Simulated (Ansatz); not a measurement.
The system is PbS.

```xyz
2
Lattice="2.1127 1.2197 3.4519 -2.1127 1.2197 3.4519 0.0000 -2.4395 3.4519" Properties=species:S:1:pos:R:3 pbc="T T T"
Pb    0.0000    0.0000   10.1545
S     0.0000    0.0000    4.9193
```

The cell is a database's computed one.

Base run:

| Item | Value |
| --- | --- |
| Program | Ansatz 0.2.0 |
| Functional | RPBE |
| Potentials or basis | Ansatz PAW |
| Cutoff | 420 eV (not typed: the program's choice for these potentials) |
| k mesh | 8 × 8 × 8 |
| Occupations | gaussian, width 0.02 eV |
| Spin | no spin polarisation |

Its results: band gap on the k mesh 0.55 eV, direct; pressure 2.8 GPa; largest force 0.024 eV/Å.

Problem. The run is repeated on the same cell with these changes: functional from RPBE to PBE; occupations from gaussian, width 0.02 eV to gaussian, width 0.05 eV. What comes out?

Solution. Band gap on the k mesh 0.45 eV, direct; pressure 0.9 GPa; largest force 0.018 eV/Å.

Caveats: spin-orbit coupling is left out, which as a rule narrows the gap of such compounds by several tenths of an eV; the PAW data sets come from PBE, with cores solved anew for the run's functional, which leaves a small shift of forces and pressure (some runs).

A k mesh can miss the band edges.
